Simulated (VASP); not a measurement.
A run of VASP 6.6.1 is set up as follows.

File INCAR:

```
SYSTEM = LiF
  PREC = Accurate
  ENCUT = 600
  EDIFF = 1E-7
  ISMEAR = 0
  SIGMA = 0.03
  LREAL = .False.
  LASPH = .True.
  NELM = 80
  ALGO = Normal
  ISIF = 2
  LWAVE = .False.
  LCHARG = .False.
  METAGGA = R2SCAN
  LMIXTAU = .True.
  IBRION = 2
  NSW = 40
  EDIFFG = -0.01
```

Contents of KPOINTS:

```
Automatic mesh
0
Gamma
  12 12 12
  0 0 0
```

Contents of POSCAR:

```
LiF                                     
1.0
    0.0000000000      2.0256853005      2.0256853005
    2.0256853005      0.0000000000      2.0256853005
    2.0256853005      2.0256853005      0.0000000000
  Li              F             
     1     1
Direct
     0.0000000000000000    0.0000000000000000    0.0000000000000000
     0.5000000000000000    0.5000000000000000    0.5000000000000000
```

Potentials or basis: VASP PAW PBE potentials, release 64 (Li_sv, F).

Launch:

```console
$ cat potpaw_PBE.64/Li_sv/POTCAR potpaw_PBE.64/F/POTCAR > POTCAR
$ mpirun -np 1 vasp_std > vasp.out
```

(1) What does it give for the band gap on the k mesh?

Results:

(1) 10.10 eV, direct.

Caveat: the relaxation stopped at its first step, so nothing moved.
